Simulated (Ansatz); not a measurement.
# HfO2 (Fm-3m) in Ansatz: notebook

One crystal, HfO2, is run at these levels: PBE+U, r2SCAN; tasks: single point.

All numbers are computed with Ansatz 0.2.0; they aren't measurements. Logs are shortened: lines on timing, memory, paths and dates and some standing lists are left out, and cuts for length are marked.

## 1. Starting point

It takes space group Fm-3m (No. 225, cubic). The conventional cell has a = 5.115 Å, b = 5.115 Å, c = 5.115 Å, α = 90.00°, β = 90.00°, γ = 90.00°. Around Hf (site symmetry m-3m) lie 8 O at 2.21 Å. O (site symmetry -43m) has 4 Hf at 2.21 Å as nearest neighbours.

Measurements of this composition are mostly on another form, of space group No. 14.

## 2. Single point, PBE+U

input.yaml

```yaml
crystal:
  lattice:
    - [0.0, 2.5575, 2.5575]
    - [2.5575, 0.0, 2.5575]
    - [2.5575, 2.5575, 0.0]
  atoms:
    - { symbol: Hf, position: [0.0, 0.0, 0.0] }
    - { symbol: O, position: [0.75, 0.75, 0.75] }
    - { symbol: O, position: [0.25, 0.25, 0.25] }
hamiltonian:
  xc: pbe
  pseudopotentials: { kind: paw }
  hubbard:
    sites: [{ species: Hf, l: d, u_eff: 5.3 }]
    projectors: all-electron-ortho-atomic
kpoints:
  mp_grid: { grid: [9, 9, 9] }
scf:
  occupations: { method: fermi_dirac, width: 0.1 }
output:
  forces: true
  stress: true
  eigenvalues: true
  write_density: true
  write_potential: true
  elf: true
  volumetric_format: npy
```

Potentials or basis: Ansatz PAW.

The run is started by

```bash
$ ansatz run input.yaml --threads 2 --pin off --max-ram 5120MiB --backend cpu --events-out ev --progress --plain --runs-dir out
```

Output:

```text
Warning: RAYON_NUM_THREADS=2 ignored (pool sized by the plan → 2); use --threads N
Hf: projections on atomic orbitals take those of the free atom [Kr 4d10] 4f14 5s2 5p6 5d2 6s2, of charge +0.00 (hamiltonian.pseudopotentials.projection_atoms); the dataset's partial waves leave at most 4.9e-5 of an orbital's norm unspanned inside its sphere
O: projections on atomic orbitals take those of the free atom [He] 2s2 2p4, of charge +0.00 (hamiltonian.pseudopotentials.projection_atoms); the dataset's partial waves leave at most 1.9e-8 of an orbital's norm unspanned inside its sphere
Engine: ansatz 0.2.0, x86_64-unknown-linux-gnu
Pseudopotentials: kind: paw
Pseudopotential: Hf, paw, valence charge 26, recommended cutoff 420 eV (normal), Hf.paw.azcp
Pseudopotential: O, paw, valence charge 6, recommended cutoff 420 eV (normal), O.paw.azcp
Functional definition: PBE
  parameter kappa = 0.804
  parameter beta = 0.06672455060314922
  exchange = pbe_x(kappa = kappa, mu = beta*pi^2/3)
  correlation = pbe_c(beta = beta)
Crystal: 3 atoms, lattice volume = 33.456 Å³
Basis set: ecut = 420 eV, 645 PW (Γ), exchange–correlation on 50×50×50 points (8 copies of the dense FFT grid, shifted against one another)
Bands: 23, of which v1, the nominal top of the filled ones, is band 19 counted from 1 (18 counted from 0)
Symmetry: 48 space group operations
Space group: Fm-3m (ITA 225), of the structure as read, at distance tolerance 3.2e-5 Å
k-points: 35 of 729
Non-local potential: Hf, projectors of the file, l = 0: 3, l = 1: 2, l = 2: 2, l = 3: 3
Non-local potential: O, projectors of the file, l = 0: 2, l = 1: 2, l = 2: 1
PAW form: soft (Blöchl's): semilocal exchange-correlation on the pseudo side does not see the compensation charge
PAW one-centre angular grid: Hf, 590 points (default); XC on 64 Gauss nodes
PAW one-centre angular grid: O, 110 points (default); XC on 64 Gauss nodes
Initial density: superposition of atomic densities (chi_scale 0.1, normalization cell, long waves kept (reshape's long-wave potential 0.00 eV rms))
Initial wavefunctions: pseudopotential atomic-orbital guess
Functional: x = pbe(κ = 0.804, μ = 0.2195149727645171), c = pbe(β = 0.06672455060314922)
SCF iter   1: F=—  HF=-16857.461272 eV  |F-HF|=—  |Δ(HF+E_count)|=         —  Δρ=7.48e-2  dr2=1.34e0  ethr=3.10e-3  ⟨swp⟩=4.1  Hψ=2900  notcnv=0
preconditioner: auto → none  [insulator: Δε(μ)=4.399 eV  Ē_g=19.967 eV  σ=0.100 eV  W_gap=1.00  n_scr=14 (ndim 8)  ℏωp=38.5 eV  f_vac=0.002  D(μ)=0.00/eV (n_scr^D=0)  ε∞_Penn≈4.7]
SCF iter   2: F=—  HF=-16857.230437 eV  |F-HF|=—  |Δ(HF+E_count)|=   2.31e-1  Δρ=3.36e-2  dr2=1.59e-1  ethr=3.10e-3  ⟨swp⟩=2.0  Hψ=1890  notcnv=0
SCF iter   3: F=—  HF=-16857.276673 eV  |F-HF|=—  |Δ(HF+E_count)|=   4.62e-2  Δρ=1.04e-2  dr2=2.59e-2  ethr=4.20e-4  ⟨swp⟩=2.0  Hψ=1400  notcnv=0
SCF iter   4: F=—  HF=-16857.278699 eV  |F-HF|=—  |Δ(HF+E_count)|=   2.03e-3  Δρ=3.35e-3  dr2=1.49e-3  ethr=6.83e-5  ⟨swp⟩=2.0  Hψ=1474  notcnv=0
SCF iter   5: F=—  HF=-16857.280275 eV  |F-HF|=—  |Δ(HF+E_count)|=   1.58e-3  Δρ=1.33e-3  dr2=4.47e-4  ethr=3.93e-6  ⟨swp⟩=2.0  Hψ=1470  notcnv=0
SCF iter   6: F=—  HF=-16857.280127 eV  |F-HF|=—  |Δ(HF+E_count)|=   1.48e-4  Δρ=2.91e-4  dr2=3.08e-5  ethr=1.18e-6  ⟨swp⟩=2.0  Hψ=1328  notcnv=0
SCF iter   7: F=—  HF=-16857.280125 eV  |F-HF|=—  |Δ(HF+E_count)|=   2.04e-6  Δρ=3.97e-5  dr2=2.81e-7  ethr=8.10e-8  ⟨swp⟩=2.1  Hψ=1134  notcnv=0
SCF iter   8: F=-16857.280125 eV  HF=-16857.280125 eV  |F-HF|=9.19e-9  |Δ(HF+E_count)|=   4.65e-7  Δρ=6.63e-6  dr2=7.13e-9  ethr=2.63e-10  ⟨swp⟩=9.1  Hψ=6130  notcnv=0
SCF 1 converged in 8 iterations: F = -16857.280125 eV  dr2 = 7.13e-9
SCF converged after 8 iterations
Free energy (F): -16857.280125 eV
Harris-Foulkes:  -16857.280125 eV  (|F-HF|=9.19e-9)
Internal energy: -16857.280125 eV  (E = F + TS)
E sigma→0 (E₀):  -16857.280125 eV
Fermi energy:    18.367670 eV
--- Per-component energies (eV) ---
  E_band       = 31.104758
  E_kinetic    = 771.003874
  E_local      = -5808.521115  (includes V_loc(G=0)·N_el)
  E_nonlocal   = -1147.193046
  E_hartree    = 2656.060537
  E_xc         = -447.854955
  E_vxc        = -454.833493  (∫ρ·V_xc dr)
  E_hubbard    = 3.922623  (on-site DFT+U / exact-exchange correction)
  E_vhub       = 2.872076  (the Hubbard potential's part of the band-sum identity)
  E_paw        = -7242.595891  (= ΣΔE_a)
  E_vpaw       = 1355.654597  (= ΣTr[D̂ρ^β])
  E_aug_tail   = 0.005005  (compensation charges beyond the density's cutoff)
  E_ewald      = -5642.107159
  E_smearing   = -0.000000  (= −TS)
  E_closure    = -0.000000  (closes the sum)
  Σ components = -16857.280125   (vs F -16857.280125, Δ=0.00e0)
--- Forces (eV/Å), atoms counted from 1 ---
  atom   1  Hf    -0.00000000    -0.00000000    -0.00000000
  atom   2  O      0.00000000     0.00000000    -0.00000000
  atom   3  O      0.00000000     0.00000000     0.00000000
  max |Σ_I F_I| component: 1.16e-18 eV/Å
--- Stress (GPa, compression-positive) ---
        5.423914       0.000000      -0.000000
        0.000000       5.423914      -0.000000
        0.000000       0.000000       5.423914
  P = ⅓ Tr σ = 5.4239 GPa (54.239 kbar)
--- Band table (eV; the first three rows and the last of 35) ---
  k-point 0: bands = ["-46.0759", "-14.5532", "-14.5532", "-14.5532", "-2.7127", "0.0858", "4.0269", "4.0269", "4.0269", "4.0857", "4.0857", "4.0857", "4.3159", "11.0064", "11.0064", "11.0064", "15.3487", "15.3487", "15.3487", "21.2309", "21.2309", "21.2541", "26.4641"]
  k-point 1: bands = ["-46.0739", "-14.5977", "-14.5581", "-14.5581", "-2.5565", "0.0107", "4.0292", "4.0292", "4.0299", "4.0821", "4.0821", "4.0858", "4.2812", "11.1178", "11.1178", "11.2932", "14.9556", "15.1776", "15.1776", "21.4009", "21.4009", "21.7816", "25.8030"]
  k-point 2: bands = ["-46.0650", "-14.7085", "-14.5707", "-14.5707", "-2.1388", "-0.1742", "4.0341", "4.0341", "4.0389", "4.0739", "4.0739", "4.0861", "4.2084", "11.4131", "11.4131", "11.9892", "14.1331", "14.7838", "14.7838", "21.7167", "21.7167", "22.6689", "24.9381"]
  k-point 34: bands = ["-46.0572", "-14.8131", "-14.7599", "-14.6481", "-0.6881", "-0.6354", "4.0491", "4.0543", "4.0579", "4.0614", "4.0624", "4.0767", "4.0826", "10.7587", "11.3943", "13.1629", "13.5801", "14.7824", "15.6400", "21.6425", "22.2868", "23.2767", "23.4825"]
Occupation matrices written to <dir>
```

Wall time 2.1 s (2 threads of AMD EPYC 7R43 (Zen 3), shared host); peak memory 0.39 GiB.

What came out:

- Free energy: -16857.2801 eV
- Pressure: 5.4 GPa
- Band gap on the k mesh: 4.81 eV, indirect (least direct gap 4.92 eV)

Eigenvalues of the final occupation matrices:
| site | spin | trace | eigenvalues |
| --- | --- | --- | --- |
| site 1 | 1 | 0.94 | 0.11 0.11 0.24 0.24 0.24 |

Caveat: odd divisions of the mesh miss points on the zone boundary, where band edges often lie, so the gap on the mesh can be too wide; the pressure holds a Pulay correction of +0.9 GPa for the finite cutoff; spin-orbit coupling is left out, which moves the levels of the heavy elements.

## 3. Single point, r2SCAN, spin-orbit coupling, no magnetisation

input.yaml

```yaml
crystal:
  lattice:
    - [0.0, 2.5575, 2.5575]
    - [2.5575, 0.0, 2.5575]
    - [2.5575, 2.5575, 0.0]
  atoms:
    - { symbol: Hf, position: [0.0, 0.0, 0.0] }
    - { symbol: O, position: [0.75, 0.75, 0.75] }
    - { symbol: O, position: [0.25, 0.25, 0.25] }
hamiltonian:
  xc: r2scan
  pseudopotentials: { kind: nc_fr, accuracy: standard }
magnetization:
  noncollinear: true
  spin_orbit: true
kpoints:
  mp_grid: { grid: [6, 6, 6] }
scf:
  occupations: { method: fixed }
output:
  forces: true
  stress: true
  eigenvalues: true
basis:
  xc_grid: 2
```

Potentials or basis: PseudoDojo standard (PBE files).

The run is started by

```bash
$ ansatz run input.yaml --threads 2 --pin off --max-ram 5120MiB --backend cpu --events-out ev --progress --plain --runs-dir out
```

Output:

```text
Warning: hamiltonian.xc reads the kinetic-energy density τ on the library's norm-conserving files, and those of Hf, O were made for PBE. This build holds files of Hf, O that were made for r²SCAN, which a deck under this functional can read where it names no table (hamiltonian.pseudopotentials.accuracy or source), types no xc_functional and has no exact exchange, max_exx_coeff or level of output.embedding that keeps them out. To compare such runs, type hamiltonian.pseudopotentials: {kind: paw, frozen_core: stored} on both or, where PAW refuses one, {kind: nc, accuracy: standard}
Warning: RAYON_NUM_THREADS=2 ignored (pool sized by the plan → 2); use --threads N
[... 1 set-up line as earlier in the session ...]
Pseudopotentials: kind: nc_fr
Pseudopotential: Hf, nc_fr, valence charge 12, recommended cutoff 789.130201 eV (normal), Hf.nc_fr.azcp (PseudoDojo's, or run here from an input of PseudoDojo's; its table is named by hamiltonian.pseudopotentials.accuracy)
Pseudopotential: O, nc_fr, valence charge 6, recommended cutoff 1142.878222 eV (normal), O.nc_fr.azcp (PseudoDojo's, or run here from an input of PseudoDojo's; its table is named by hamiltonian.pseudopotentials.accuracy)
Functional definition: r2SCAN
  parameter k0 = 0.174
  parameter k1 = 0.065
  parameter a1 = 4.9479
  exchange = r2scan_x(k0 = k0, k1 = k1, a1 = a1)
  correlation = r2scan_c
non-collinear run that drives no moment, with spin-orbit: no starting moment large enough to seed its density (crystal.atoms[].spin), no starting occupations that ask for one, no magnetisation constraint and no magnetic field, so the semilocal B_xc is pinned to zero
Crystal: 3 atoms, lattice volume = 33.456 Å³
Basis set: ecut = 1142.878222 eV, 2891 PW (Γ), exchange–correlation on 80×80×80 points (8 copies of the dense FFT grid, shifted against one another)
Bands: 32, of which v1, the nominal top of the filled ones, is band 24 counted from 1 (23 counted from 0)
Symmetry: 48 space group operations + 48 with time reversal
Magnetic group: BNS 225.117 (UNI 1619), of the structure as read, at distance tolerance 3.2e-5 Å
k-points: 16 of 216
Projection manifold: j_resolved (fully-relativistic pseudo-atomic orbitals)
Non-local potential: Hf, projectors of the file, l = 0: 2, l = 1: 4, l = 2: 4, l = 3: 4
Non-local potential: O, projectors of the file, l = 0: 2, l = 1: 4, l = 2: 2
[... 1 set-up line as earlier in the session ...]
[... 9 lines left out ...]
SCF iter   7: F=-2479.588384 eV  HF=-2479.588384 eV  |F-HF|=3.87e-9  |Δ(HF+E_count)|=   1.55e-6  Δρ=1.38e-5  dr2=2.29e-8  dr2_τ=6.40e-9  dr2_m=0.00e0 (ungated)  ethr=4.17e-10  |M|=0.00e0 ∫|m|=0.00e0 μB  |m|>n=0.0e0 m-floor=0.0e0 τ_xc=0.0e0  ⟨swp⟩=15.3  Hψ=1817  notcnv=0
SCF 1 converged in 7 iterations: F = -2479.588384 eV  dr2 = 2.29e-8
SCF converged after 7 iterations
Magnetization: |M| = 0.0000 μB,  M = (+0.0000, +0.0000, +0.0000) μB
Absolute magnetization: 0.0000 μB (∫|m|)
  site 0: m = (+0.0000, +0.0000, +0.0000) μB, |m| = 0.0000 μB  (R = 0.91 Å)
  site 1: m = (+0.0000, +0.0000, +0.0000) μB, |m| = 0.0000 μB  (R = 0.91 Å)
  site 2: m = (+0.0000, +0.0000, +0.0000) μB, |m| = 0.0000 μB  (R = 0.91 Å)
Free energy (F): -2479.588384 eV
Harris-Foulkes:  -2479.588384 eV  (|F-HF|=3.87e-9)
Internal energy: -2479.588384 eV  (E = F + TS)
E sigma→0 (E₀):  -2479.588384 eV
Fermi energy:    11.558513 eV
--- Per-component energies (eV) ---
  E_band       = -144.816468
  E_kinetic    = 996.137491
  E_local      = -1315.387248  (includes V_loc(G=0)·N_el)
  E_nonlocal   = -61.728319
  E_hartree    = 386.316282
  E_xc         = -655.413578
  E_vxc        = -569.220761  (∫ρ·V_xc dr)
  E_vtau       = 32.752917  (kinetic-family band-sum trace: ∫τ·v_τ [+ j·A + Jᵃ·Aᵃ] dr)
  E_ewald      = -1829.513012
  E_smearing   = -0.000000  (= −TS)
  E_closure    = -0.000000  (closes the sum)
  Σ components = -2479.588384   (vs F -2479.588384, Δ=0.00e0)
--- Forces (eV/Å), atoms counted from 1 ---
  atom   1  Hf    -0.00000000     0.00000000    -0.00000000
  atom   2  O     -0.00000000     0.00000000     0.00000000
  atom   3  O      0.00000000    -0.00000000    -0.00000000
  max |Σ_I F_I| component: 2.31e-18 eV/Å
--- Stress (GPa, compression-positive) ---
      -11.240131      -0.000000       0.000000
       -0.000000     -11.240131       0.000000
        0.000000      -0.000000     -11.240131
  P = ⅓ Tr σ = -11.2401 GPa (-112.401 kbar)
--- Band table (eV; the first three rows and the last of 16) ---
  k-point 0: bands = ["-51.4231", "-51.4231", "-24.8551", "-24.8551", "-16.9110", "-16.9110", "-16.9110", "-16.9110", "-8.3870", "-8.3870", "-5.6082", "-5.6082", "6.2352", "6.2352", "6.2352", "6.2352", "6.2779", "6.2779", "10.8239", "10.8239", "10.9846", "10.9846", "10.9846", "10.9846", "15.7763", "15.7763", "15.7763", "15.7763", "17.5321", "17.5321", "21.9481", "21.9481"]
  k-point 1: bands = ["-51.4200", "-51.4200", "-24.8747", "-24.8747", "-17.0184", "-17.0184", "-16.9255", "-16.9255", "-8.0506", "-8.0506", "-5.8589", "-5.8589", "6.4928", "6.4928", "6.5149", "6.5149", "6.9218", "6.9218", "10.1540", "10.1540", "10.4543", "10.4543", "10.5564", "10.5564", "16.1440", "16.1440", "16.2164", "16.2164", "18.5130", "18.5130", "21.0413", "21.0413"]
  k-point 2: bands = ["-51.4139", "-51.4139", "-24.9138", "-24.9138", "-17.2163", "-17.2163", "-16.9543", "-16.9543", "-7.4407", "-7.4407", "-6.2144", "-6.2144", "7.0158", "7.0158", "7.0544", "7.0544", "8.1994", "8.1994", "8.9834", "8.9834", "9.8071", "9.8071", "9.9802", "9.9802", "16.3841", "16.3841", "16.6018", "16.6018", "18.5915", "18.5915", "20.9716", "20.9716"]
  k-point 15: bands = ["-51.4068", "-51.4068", "-24.9578", "-24.9578", "-17.3201", "-17.3201", "-17.1101", "-17.1101", "-6.7289", "-6.7289", "-6.4487", "-6.4487", "5.7521", "5.7521", "7.1544", "7.1544", "8.5048", "8.5048", "9.4789", "9.4789", "10.1108", "10.1108", "11.4035", "11.4035", "16.3010", "16.3010", "17.0787", "17.0787", "18.4701", "18.4701", "19.1456", "19.1456"]
```

It took 6.9 s on 2 threads of AMD EPYC 7R43 (Zen 3), shared host; peak memory 0.62 GiB.

These settings aren't checked as converged (typed here: basis.xc_grid = 2; hamiltonian.xc = r2scan; kpoints.mp_grid.grid = 6 × 6 × 6): the numbers below hold their error.

What came out:

```yaml
Free_energy: -2479.5884 eV
Pressure: -11.2 GPa
Band_gap_on_the_k_mesh: 4.12 eV, direct
```

Caveat: the potentials were made for another functional, which shifts forces and pressure.
